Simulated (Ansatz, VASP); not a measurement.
**Si in VASP and in Ansatz**

```xyz
2
Lattice="3.8422 0.0000 0.0000 -1.9211 3.3274 0.0000 0.0000 0.0000 3.2268" Properties=species:S:1:pos:R:3 pbc="T T T"
Si    0.0000    2.2183    2.8433
Si    1.9211    1.1091    0.3834
```

Alike in both runs: functional PBE; dispersion D3(BJ); k mesh 18 × 18 × 18; occupations gaussian, width 0.1 eV; no spin polarisation.

Ansatz relaxed the structure, and its values are those at the end. VASP's run is a single point on that final structure, the one shown.

```csv
,VASP,Ansatz
version,VASP 6.6.1,Ansatz 0.2.0
potentials or method,"VASP PAW PBE potentials, release 64 (Si)","scalar-relativistic, plane waves, PAW"
plane-wave cutoff (eV),520,420
valence electrons in the cell,8,8
```

|  | VASP | Ansatz | Ansatz less VASP |
| --- | --- | --- | --- |
| gap on the k mesh at the Fermi level (eV) | none | none | - |
| pressure (GPa) | -0.1 | 0.0 | +0.05 |
| rms of the force components (eV/Å) | 0.005 | 0.000 | -0.0047 |

A gap of «none» marks a metal or a gap that the smearing closes. Ansatz warned: «dispersion_switch_in_reach».

Caveats: pairwise dispersion overbinds metals, which lowers pressure and volume.
